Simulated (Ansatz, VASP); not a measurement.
## One calculation of Si, two programs

```
CELL_PARAMETERS angstrom
0.00000 2.72402 2.72402
2.72402 0.00000 2.72402
2.72402 2.72402 0.00000
ATOMIC_POSITIONS crystal
Si 0.00000 0.00000 0.00000
Si 0.25000 0.25000 0.25000
```

Alike in both runs: task single point; functional PBEsol; k mesh 8 × 8 × 8; no spin polarisation.

|  | VASP | Ansatz |
| --- | --- | --- |
| version | VASP 6.6.1 | Ansatz 0.2 development build |
| potentials or method | VASP PAW PBE potentials, release 64 (Si), cutoff 520 eV | all-electron full-potential LAPW, scalar-relativistic |
| occupations | gaussian, width 0.01 eV | fixed |

Ansatz gave:

```
gap on the k mesh at the Fermi level (eV) : 0.53
pressure (GPa)                            : -0.8
```

What did VASP give for the same quantities?

gap on the k mesh at the Fermi level (eV): 0.52; pressure (GPa): -0.6.

Ansatz ran all-electron here, so the differences hold the error of VASP's frozen core and of both bases.

Caveats: the PAW data sets were made with another functional, which shifts forces and pressure a little (VASP). A k mesh can miss the band edges.
